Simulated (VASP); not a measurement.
Here is a VASP 6.6.1 calculation.

File INCAR:

```
SYSTEM = Pb
PREC = Accurate
ENCUT = 520
EDIFF = 1E-7
ISMEAR = 0
SIGMA = 0.05
LREAL = .FALSE.
LASPH = .TRUE.
NELM = 100
ALGO = Normal
ISIF = 2
LWAVE = .FALSE.
LCHARG = .FALSE.
GGA = PE
NBANDS = 13
```

The input KPOINTS:

```
Automatic mesh
0
G
  8 8 8
  0 0 0
```

File POSCAR:

```
Pb
1.0
   -1.9750378794      1.9750378794      1.9750378794
    1.9750378794     -1.9750378794      1.9750378794
    1.9750378794      1.9750378794     -1.9750378794
Pb
1
Direct
    0.0000000000      0.0000000000      0.0000000000
```

Potentials or basis: VASP PAW PBE potentials, release 64 (Pb_d).

Launch:

```console
$ cat potpaw_PBE.64/Pb_d/POTCAR > POTCAR
$ mpirun -np 1 vasp_std > vasp.out
```

What does it give for the band gap on the k mesh?

None (metal or under the smearing width).

Estimate the pressure.

1.6 GPa.

Spin-orbit coupling is left out, which matters for the levels of Pb.
